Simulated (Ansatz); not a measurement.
Data:

Relaxed GeO2 (rutile):

```
GeO2
1.0
    4.41054     0.00000     0.00000
    0.00000     4.41054     0.00000
    0.00000     0.00000     2.87016
Ge O
2 4
Cartesian
  0.00000   0.00000   0.00000
  2.20527   2.20527   1.43508
  1.34962   1.34962   0.00000
  3.55489   0.85565   1.43508
  0.85565   3.55489   1.43508
  3.06092   3.06092   0.00000
```

In each cell atom 5 (O, nearest neighbour Ge at 1.877 Å; its periodic images, 2.9 Å or more away, move with it) moves by s·(0.577, 0.577, 0.577) (along Cartesian [111]), the rest being held.

Calculation: r2SCAN (plane waves to 500 eV, PAW, scalar-relativistic; Ansatz, a program for electronic structure). k mesh 6×6×9 (Γ-centred), Fermi-Dirac smearing 0.05 eV. Energies are smeared free energies. GeO2 was relaxed with its symmetry unable to fall. The zero of ΔE is the undisplaced structure.

The scan covers s from -0.380 to 0.380 Å in 11 points.

**Question.** Is this a single well or a double well?

**Answer.** A single well with its minimum at or next to zero displacement.

**Question.** Is the energy the same for equal positive and negative displacements?

**Answer.** Even: the same for both signs. With its periodic images moving along, the atom's site symmetry in this cell is mm2.

**Question.** What is the force constant k = d²E/ds² of this move at s = 0?

**Answer.** 10.4 eV/Å².

(For displaced atoms, the force is minus the slope of the energy, and its curvature is a force constant, which sets phonon frequencies.)
